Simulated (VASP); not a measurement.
# Cd (Fm-3m) in VASP: settings compared, part 2 of 2

VASP 6.6.1. The steps go on from the part before.

### 3 Single point, PBE

INCAR reads:

```
SYSTEM = Cd
ALGO = Normal
EDIFF = 1E-6
ENCUT = 520
GGA = PE
ISIF = 2
ISMEAR = 0
LASPH = .True.
LCHARG = .False.
LREAL = .False.
LWAVE = .False.
NELM = 100
PREC = Accurate
SIGMA = 0.05
```

KPOINTS reads:

```
k-points
0
Gamma
  10 10 10
  0 0 0
```

POSCAR reads:

```
Cd
1.0
    0.0000000000      2.2181497500      2.2181497500
    2.2181497500      0.0000000000      2.2181497500
    2.2181497500      2.2181497500      0.0000000000
Cd
1
Direct
    0.0000000000      0.0000000000      0.0000000000
```

Potentials or basis: VASP PAW PBE potentials, release 64 (Cd).

Launch:

```bash
$ cat potpaw_PBE.64/Cd/POTCAR > POTCAR
$ mpirun -np 1 vasp_std > vasp.out
```

OUTCAR:

```text
SYSTEM = Cd
   EDIFF = 1E-6
   ENCUT = 520
   GGA = PE
   ISIF = 2
   ISMEAR = 0
   LASPH = .True.
   LREAL = .False.
   NELM = 100
   PREC = Accurate

 ion  position               nearest neighbor table
   1  0.000  0.000  0.000-

  LATTYP: Found a face centered cubic cell.
 ALAT       =     4.4362995000

  Lattice vectors:

 A1 = (   0.0000000000,   2.2181497500,   2.2181497500)
 A2 = (   2.2181497500,   0.0000000000,   2.2181497500)
 A3 = (   2.2181497500,   2.2181497500,   0.0000000000)

Analysis of symmetry for initial positions (statically):
=====================================================================
 Subroutine PRICEL returns:
 Original cell was already a primitive cell.

 Routine SETGRP: Setting up the symmetry group for a
 face centered cubic supercell.

 Subroutine GETGRP returns: Found 48 space group operations
 (whereof 48 operations were pure point group operations)
 out of a pool of 48 trial point group operations.

The static configuration has the point symmetry O_h .

Analysis of symmetry for dynamics (positions and initial velocities):
=====================================================================
 Subroutine PRICEL returns:
 Original cell was already a primitive cell.

 Routine SETGRP: Setting up the symmetry group for a
 face centered cubic supercell.

 Subroutine GETGRP returns: Found 48 space group operations
 (whereof 48 operations were pure point group operations)
 out of a pool of 48 trial point group operations.

The dynamic configuration has the point symmetry O_h .

 Subroutine INISYM returns: Found 48 space group operations
 (whereof 48 operations are pure point group operations),
 and found     1 'primitive' translations

----------------------------------------------------------------------------------------

                                     Primitive cell
[... 112 lines left out ...]
  Thomas-Fermi vector in A             =   2.469379
   LORBIT       =      0    0 simple, 1 ext, 2 COOP (PROOUT), +10 PAW based schemes
   GGA     = PE    functional components
   LHFCALC =     F    Hartree Fock is set to
   AEXX    =    0.0000 exact exchange contribution
   IVDW    =     0    specifies the selected vdW correction
   LEPSILON=     F    determine dielectric tensor
   LRPA    =     F    only Hartree local field effects (RPA)
 non-spin polarized calculation
 Gauss-broadening in eV      SIGMA  =   0.05
  energy-cutoff  :      520.00
  volume of cell :       21.83
 maximum number of plane-waves:       609
   NGX = 11   NGY = 11   NGZ = 11

 number of electron      12.0000003 magnetization

 Free energy of the ion-electron system (eV)
  ---------------------------------------------------
  ext. energy  EPLUGINS =         0.00000000
  ---------------------------------------------------
  free energy    TOTEN  =        -0.73139158 eV

  energy without entropy =       -0.73092885  energy(sigma->0) =       -0.73116022

 E-fermi :   2.9679     XC(G=0): -10.9851

 val. band max:        2.9323034165   @ k =  -0.4000   0.3000   0.0000
 cond. band min:       3.0724714294   @ k =  -0.4000   0.4000   0.0000
 fundamental gap:      0.1401680129
 Fermi energy:         2.9679139488

 k-point     1 :       0.0000    0.0000    0.0000
  band No.  band energies     occupation
      1      -6.2952      2.00000
      2      -6.2952      2.00000
      3      -6.2952      2.00000
      4      -5.9487      2.00000
      5      -5.8422      2.00000
      6      -5.8422      2.00000
      7      16.7360      0.00000
      8      17.7937      0.00000
      9      17.7937      0.00000
     10      17.7937      0.00000
[... 287 lines left out ...]
 k-point    24 :       0.4000    0.3000    0.0000
  band No.  band energies     occupation
      1      -6.7670      2.00000
      2      -6.6004      2.00000
      3      -5.7085      2.00000
      4      -5.6748      2.00000
      5      -5.4905      2.00000
      6      -1.2758      2.00000
      7       8.6675      0.00000
      8       9.5347      0.00000
      9      10.9110      0.00000
     10      14.2703      0.00000

 [... further k-points ...]

------------------------ aborting loop because EDIFF is reached ----------------------------------------

  FORCE on cell =-STRESS in cart. coord.  units (eV):
  Direction    XX          YY          ZZ          XY          YZ          ZX
  --------------------------------------------------------------------------------------
  -------------------------------------------------------------------------------------
  Total        0.3631970      0.3631970      0.3631970     -0.0000000      0.0000000      0.0000000
  in kB       26.6593930     26.6593930     26.6593930     -0.0000000      0.0000000      0.0000000
  external PRESSURE =      26.6593930 kB  Pullay stress =       0.0000000 kB

 VOLUME and BASIS-vectors are now :
 -----------------------------------------------------------------------------
  energy-cutoff  :      520.00
  volume of cell :       21.83
      direct lattice vectors                 reciprocal lattice vectors
     0.000000000  2.218149750  2.218149750    -0.225413095  0.225413095  0.225413095
     2.218149750  0.000000000  2.218149750     0.225413095 -0.225413095  0.225413095
     2.218149750  2.218149750  0.000000000     0.225413095  0.225413095 -0.225413095

 POSITION                                       TOTAL-FORCE (eV/Angst)
 -----------------------------------------------------------------------------------
      0.00000      0.00000      0.00000         0.000000      0.000000      0.000000
 -----------------------------------------------------------------------------------
    total drift:                                0.000000      0.000000      0.000000

  FREE ENERGIE OF THE ION-ELECTRON SYSTEM (eV)
  ---------------------------------------------------
  free  energy   TOTEN  =        -0.7313915827 eV

  energy  without entropy=       -0.7309288473  energy(sigma->0) =       -0.73116022
```

OSZICAR:

```text
N       E                     dE             d eps       ncg     rms          rms(c)
DAV:   1     0.650568209089E+02    0.65057E+02   -0.71400E+03  1012   0.120E+03
DAV:   2     0.250608481010E+00   -0.64806E+02   -0.62164E+02   966   0.255E+02
DAV:   3    -0.775115535464E+00   -0.10257E+01   -0.10252E+01  1076   0.390E+01
DAV:   4    -0.776297980551E+00   -0.11824E-02   -0.11824E-02  1020   0.122E+00
DAV:   5    -0.776300990780E+00   -0.30102E-05   -0.30098E-05  1022   0.644E-02    0.310E+00
DAV:   6    -0.733152864530E+00    0.43148E-01   -0.14057E-01  1020   0.524E+00    0.248E+00
DAV:   7    -0.731174907910E+00    0.19780E-02   -0.13361E-02  1018   0.133E+00    0.121E+00
DAV:   8    -0.731355431531E+00   -0.18052E-03   -0.13830E-03   992   0.594E-01    0.534E-02
DAV:   9    -0.731386389999E+00   -0.30958E-04   -0.13253E-05  1024   0.413E-02    0.107E-02
DAV:  10    -0.731391692096E+00   -0.53021E-05   -0.42686E-06  1006   0.280E-02    0.890E-04
DAV:  11    -0.731391582733E+00    0.10936E-06   -0.14433E-08   488   0.127E-03
   1 F= -.73139158E+00 E0= -.73116022E+00  d E =-.462735E-03
```

stdout:

```text
POSCAR found type information on POSCAR Cd
 POSCAR found :  1 types and       1 ions
 scaLAPACK will be used
 LDA part: xc-table for (Slater+PW92), standard interpolation
 POSCAR, INCAR and KPOINTS ok, starting setup
 FFT: planning ... GRIDC
 FFT: planning ... GRID_SOFT
 FFT: planning ... GRID
 WAVECAR not read
 entering main loop
```

Run time: 4.4 s. Hardware: 1 thread of Intel Xeon Platinum 8488C (Sapphire Rapids), shared host; peak memory 0.13 GiB.

What came out:

- Free energy: -0.7314 eV
- Pressure: 2.7 GPa
- Band gap on the k mesh: none (metal or under the smearing width)

### 4 Single point, PBE

run.py reads:

```python
from ase import Atoms
from ase.calculators.vasp import Vasp
from ase.dft.bandgap import bandgap

atoms = Atoms(
    ['Cd'],
    cell=[[0.0, 2.21814975, 2.21814975], [2.21814975, 0.0, 2.21814975], [2.21814975, 2.21814975, 0.0]],
    scaled_positions=[[0.0, 0.0, 0.0]],
    pbc=True,
)
calc = Vasp(
    directory='calc',
    xc='pbe',
    pp='PBE',
    setups='materialsproject',
    prec='Accurate',
    encut=520,
    ediff=1e-06,
    ismear=0,
    sigma=0.05,
    lreal=False,
    lasph=True,
    nelm=80,
    algo='Normal',
    isif=2,
    lwave=False,
    lcharg=False,
    kpts=[10, 10, 10],
    gamma=True,
)
atoms.calc = calc

print('energy (eV):', atoms.get_potential_energy())
print('free energy (eV):', atoms.get_potential_energy(force_consistent=True))
print('forces (eV/A):')
print(atoms.get_forces())
print('stress (eV/A^3, Voigt):', atoms.get_stress())
print('Fermi level (eV):', calc.get_fermi_level())
gap, top, bottom = bandgap(calc)
print('band gap (eV):', gap, 'from (spin, k, band)', top, 'to', bottom)
```

Launch:

```bash
$ python run.py
```

Run time: 8.8 s. Hardware: 1 thread of Intel Xeon Platinum 8488C (Sapphire Rapids), shared host; peak memory 0.13 GiB.

The run converged. Its results:

| Quantity | Value |
| --- | --- |
| Free energy | -0.7314 eV |
| Pressure | 2.7 GPa |
| Band gap on the k mesh | none (metal or under the smearing width) |

Levels at points of the mesh, in eV from the Fermi level:
```
           k point  band 3  band 4  band 5  band 6  band 7  band 8  band 9  band 10
(0.00, 0.00, 0.00)   -9.26   -8.92   -8.81   -8.81   13.77   14.83   14.83    14.83
(0.50, 0.00, 0.00)   -9.26   -8.44   -8.44   -2.45   -1.45   12.42   12.42    12.87
(0.50, 0.50, 0.00)   -8.46   -8.34   -8.34   -0.93    1.26    6.66    6.66    10.98
```

### 5 The runs side by side

```tsv
level	spin	k mesh	smearing	further INCAR settings	other keys	gap on the mesh (eV)	pressure (GPa)
PBEsol+D3(BJ)	SOC, no magnetisation	7 × 7 × 7	methfessel-paxton 0.2 eV	ALGO = VeryFast; EDIFF = 1.00e-06	ALGO = VeryFast	-	-5.7
PBE	off	10 × 10 × 10	gaussian 0.05 eV	ALGO = Normal; EDIFF = 1e-06	-	none	2.7
PBE	off	10 × 10 × 10	gaussian 0.05 eV	ALGO = Normal; EDIFF = 1.00e-06	-	none	2.7
```

Alike in all rows: task single point; potentials or basis VASP PAW PBE potentials, release 64 (Cd); cell as given; cutoff (eV) 520.

Caveats: the PAW data sets were made with another functional, which shifts forces and pressure a little (some runs).

Absolute energies hang on the potentials; compare differences alone.
